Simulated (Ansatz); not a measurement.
# Li2S: the cost of one run

Computed with Ansatz 0.2.0 (DFT r2SCAN, scalar-relativistic, plane waves, PAW, unless a step's input says otherwise).

The COD entry's cell or inner coordinates are ideal or old and differ from later refinements, so a difference from it is no clean test against experiment.

**1. The starting structure**

The structure is cubic, space group Fm-3m (No. 225). The conventional cell has a = 5.689 Å, b = 5.689 Å, c = 5.689 Å, α = 90.00°, β = 90.00°, γ = 90.00°. Li (site symmetry -43m) has 4 S at 2.46 Å as nearest neighbours. S (site symmetry m-3m) has 8 Li at 2.46 Å as nearest neighbours.

As a file:

```
Li S
1.0
     0.00000    2.84450    2.84450
     2.84450    0.00000    2.84450
     2.84450    2.84450    0.00000
Li S
2 1
Direct
  0.25000 0.25000 0.25000
  0.75000 0.75000 0.75000
  0.00000 0.00000 0.00000
```

The structure rests on an entry of the Crystallography Open Database; cell or positions may have been set otherwise for this series.

**2. Relaxing cell and atoms: Li2S, no spin**

File input.yaml:

```yaml
crystal:
  lattice:
    - [0.0, 2.8445, 2.8445]
    - [2.8445, 0.0, 2.8445]
    - [2.8445, 2.8445, 0.0]
  atoms:
    - { symbol: Li, position: [0.25, 0.25, 0.25] }
    - { symbol: Li, position: [0.75, 0.75, 0.75] }
    - { symbol: S, position: [0.0, 0.0, 0.0] }
scf:
  occupations: { method: gaussian, width: 0.02 }
output:
  forces: true
  stress: true
  eigenvalues: true
hamiltonian:
  xc: r2scan
kpoints:
  mp_grid: { grid: [8, 8, 8] }
relax:
  f_tol: 0.005
  cell: { stress_tol: 0.02 }
```

The run is started by

```bash
$ ansatz run input.yaml --threads 4 --pin off --max-ram 14336MiB --backend cpu --events-out ev --progress --plain --runs-dir out
```

What time and memory should one allow on 4 threads of Intel Xeon 6975P-C (Granite Rapids), shared host?

About 1.3 s, with a peak of 0.5 GiB.
